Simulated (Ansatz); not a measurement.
# Ga2O3: the cell at several levels of theory

The task here is to estimate one member of a computed series from the others.

The COD cell was measured well above room temperature, so it is larger than a cold one.

The runs shown are made with Ansatz 0.2.0. PAW datasets, plane waves, zero pressure. Computed at 0 K without zero-point motion; spin polarisation is off.

**The cell**

The symmetry is R-3c (No. 167, trigonal); conventional cell a = 4.999 Å, c = 13.501 Å, 9.74 Å³ an atom. Ga has 6 O at 1.93–2.08 Å; O has 4 Ga at 1.93–2.08 Å.

The structure in full:

```
Ga O
1.0
     2.49973    1.44322    4.50032
    -2.49973    1.44322    4.50032
     0.00000   -2.88643    4.50032
Ga O
4 6
Direct
  0.35596 0.35596 0.35596
  0.14404 0.14404 0.14404
  0.64404 0.64404 0.64404
  0.85596 0.85596 0.85596
  0.55260 0.94740 0.25000
  0.25000 0.55260 0.94740
  0.94740 0.25000 0.55260
  0.44740 0.05260 0.75000
  0.75000 0.44740 0.05260
  0.05260 0.75000 0.44740
```

The first run:

input.yaml

```yaml
crystal:
  lattice:
    - [2.499725, 1.4432169017, 4.5003166667]
    - [-2.499725, 1.4432169017, 4.5003166667]
    - [0.0, -2.8864338033, 4.5003166667]
  atoms:
    - { symbol: Ga, position: [0.35596, 0.35596, 0.35596] }
    - { symbol: Ga, position: [0.14404, 0.14404, 0.14404] }
    - { symbol: Ga, position: [0.64404, 0.64404, 0.64404] }
    - { symbol: Ga, position: [0.85596, 0.85596, 0.85596] }
    - { symbol: O, position: [0.5526, 0.9474, 0.25] }
    - { symbol: O, position: [0.25, 0.5526, 0.9474] }
    - { symbol: O, position: [0.9474, 0.25, 0.5526] }
    - { symbol: O, position: [0.4474, 0.0526, 0.75] }
    - { symbol: O, position: [0.75, 0.4474, 0.0526] }
    - { symbol: O, position: [0.0526, 0.75, 0.4474] }
kpoints:
  mp_grid: { grid: [6, 6, 6] }
hamiltonian:
  xc: pbe
scf:
  occupations: { method: fermi_dirac, width: 0.02 }
relax:
  f_tol: 0.005
  cell: {}
```

Command:

```sh
> ansatz run input.yaml --threads 4 --pin off --max-ram 9216MiB --backend cpu --events-out ev --progress --plain --runs-dir out
```

Among the steps run: PBE: cell and atoms; r2SCAN: cell and atoms; PBEsol: cell and atoms; Relaxation with LDA.

One of the session's tables, all rows but one given; the rest of the session is left out.

| level | a (Å) | c (Å) | volume (Å³/atom) |
| --- | --- | --- | --- |
| PBE | 5.058 | 13.623 | 10.059 |
| r2SCAN | 4.985 | 13.442 | 9.641 |
| PBEsol | 5.000 | 13.449 | 9.708 |
| LDA | ? | ? | ? |

**Question.** Estimate the row for LDA.

As computed: a (Å): 4.950; c (Å): 13.306; volume (Å³/atom): 9.412. In the column «a (Å)» it is the lowest.

The first relaxation changed the volume by +3.3 % from the start. The volume runs from LDA (least) to PBE (most), a spread of 6.9 %, or 2.2 % in length if all axes shared it alike.
